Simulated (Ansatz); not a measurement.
Base system: a 16-atom supercell of InN in the zinc blende structure (space group F-43m, No. 216; a = 5.0490 Å) at its relaxed geometry.

All numbers come from Kohn–Sham DFT with the PBE functional, run in Ansatz (an electronic-structure program) with PAW and 420 eV plane waves, no spin-orbit coupling.

One neutral defect a cell, atoms relaxed at fixed cell.

One change was made to it. Results:

The largest displacement of a host atom from its site in the perfect cell comes out as 0.16 Å; the pressure stays essentially unchanged (0.0 GPa against 0.2 GPa).

Question: Name the change that was made.
A) H interstitial (started 2.19 Å from the nearest host atom), symmetric start
B) In vacancy
C) In interstitial (started 2.06 Å from the nearest host atom)
D) N interstitial (started 2.06 Å from the nearest host atom)

Answer: B, In vacancy. For comparison, the pressure in the other runs: H interstitial (started 2.19 Å from the nearest host atom), symmetric start gives 1.5 GPa; In interstitial (started 2.06 Å from the nearest host atom) gives 16.9 GPa; N interstitial (started 2.06 Å from the nearest host atom) gives 8.7 GPa.

In so small a cell the defect repeats every few ångströms: this is an ordered compound, not a dilute defect. A case with no gap was solved on a k-mesh chosen for an insulator, which is coarse for it. Defects with a symmetric start kept the site's symmetry and may sit on a saddle; the others started slightly shaken. All final runs are without spin polarisation. This is not the structure that InN has at room temperature and ambient pressure.
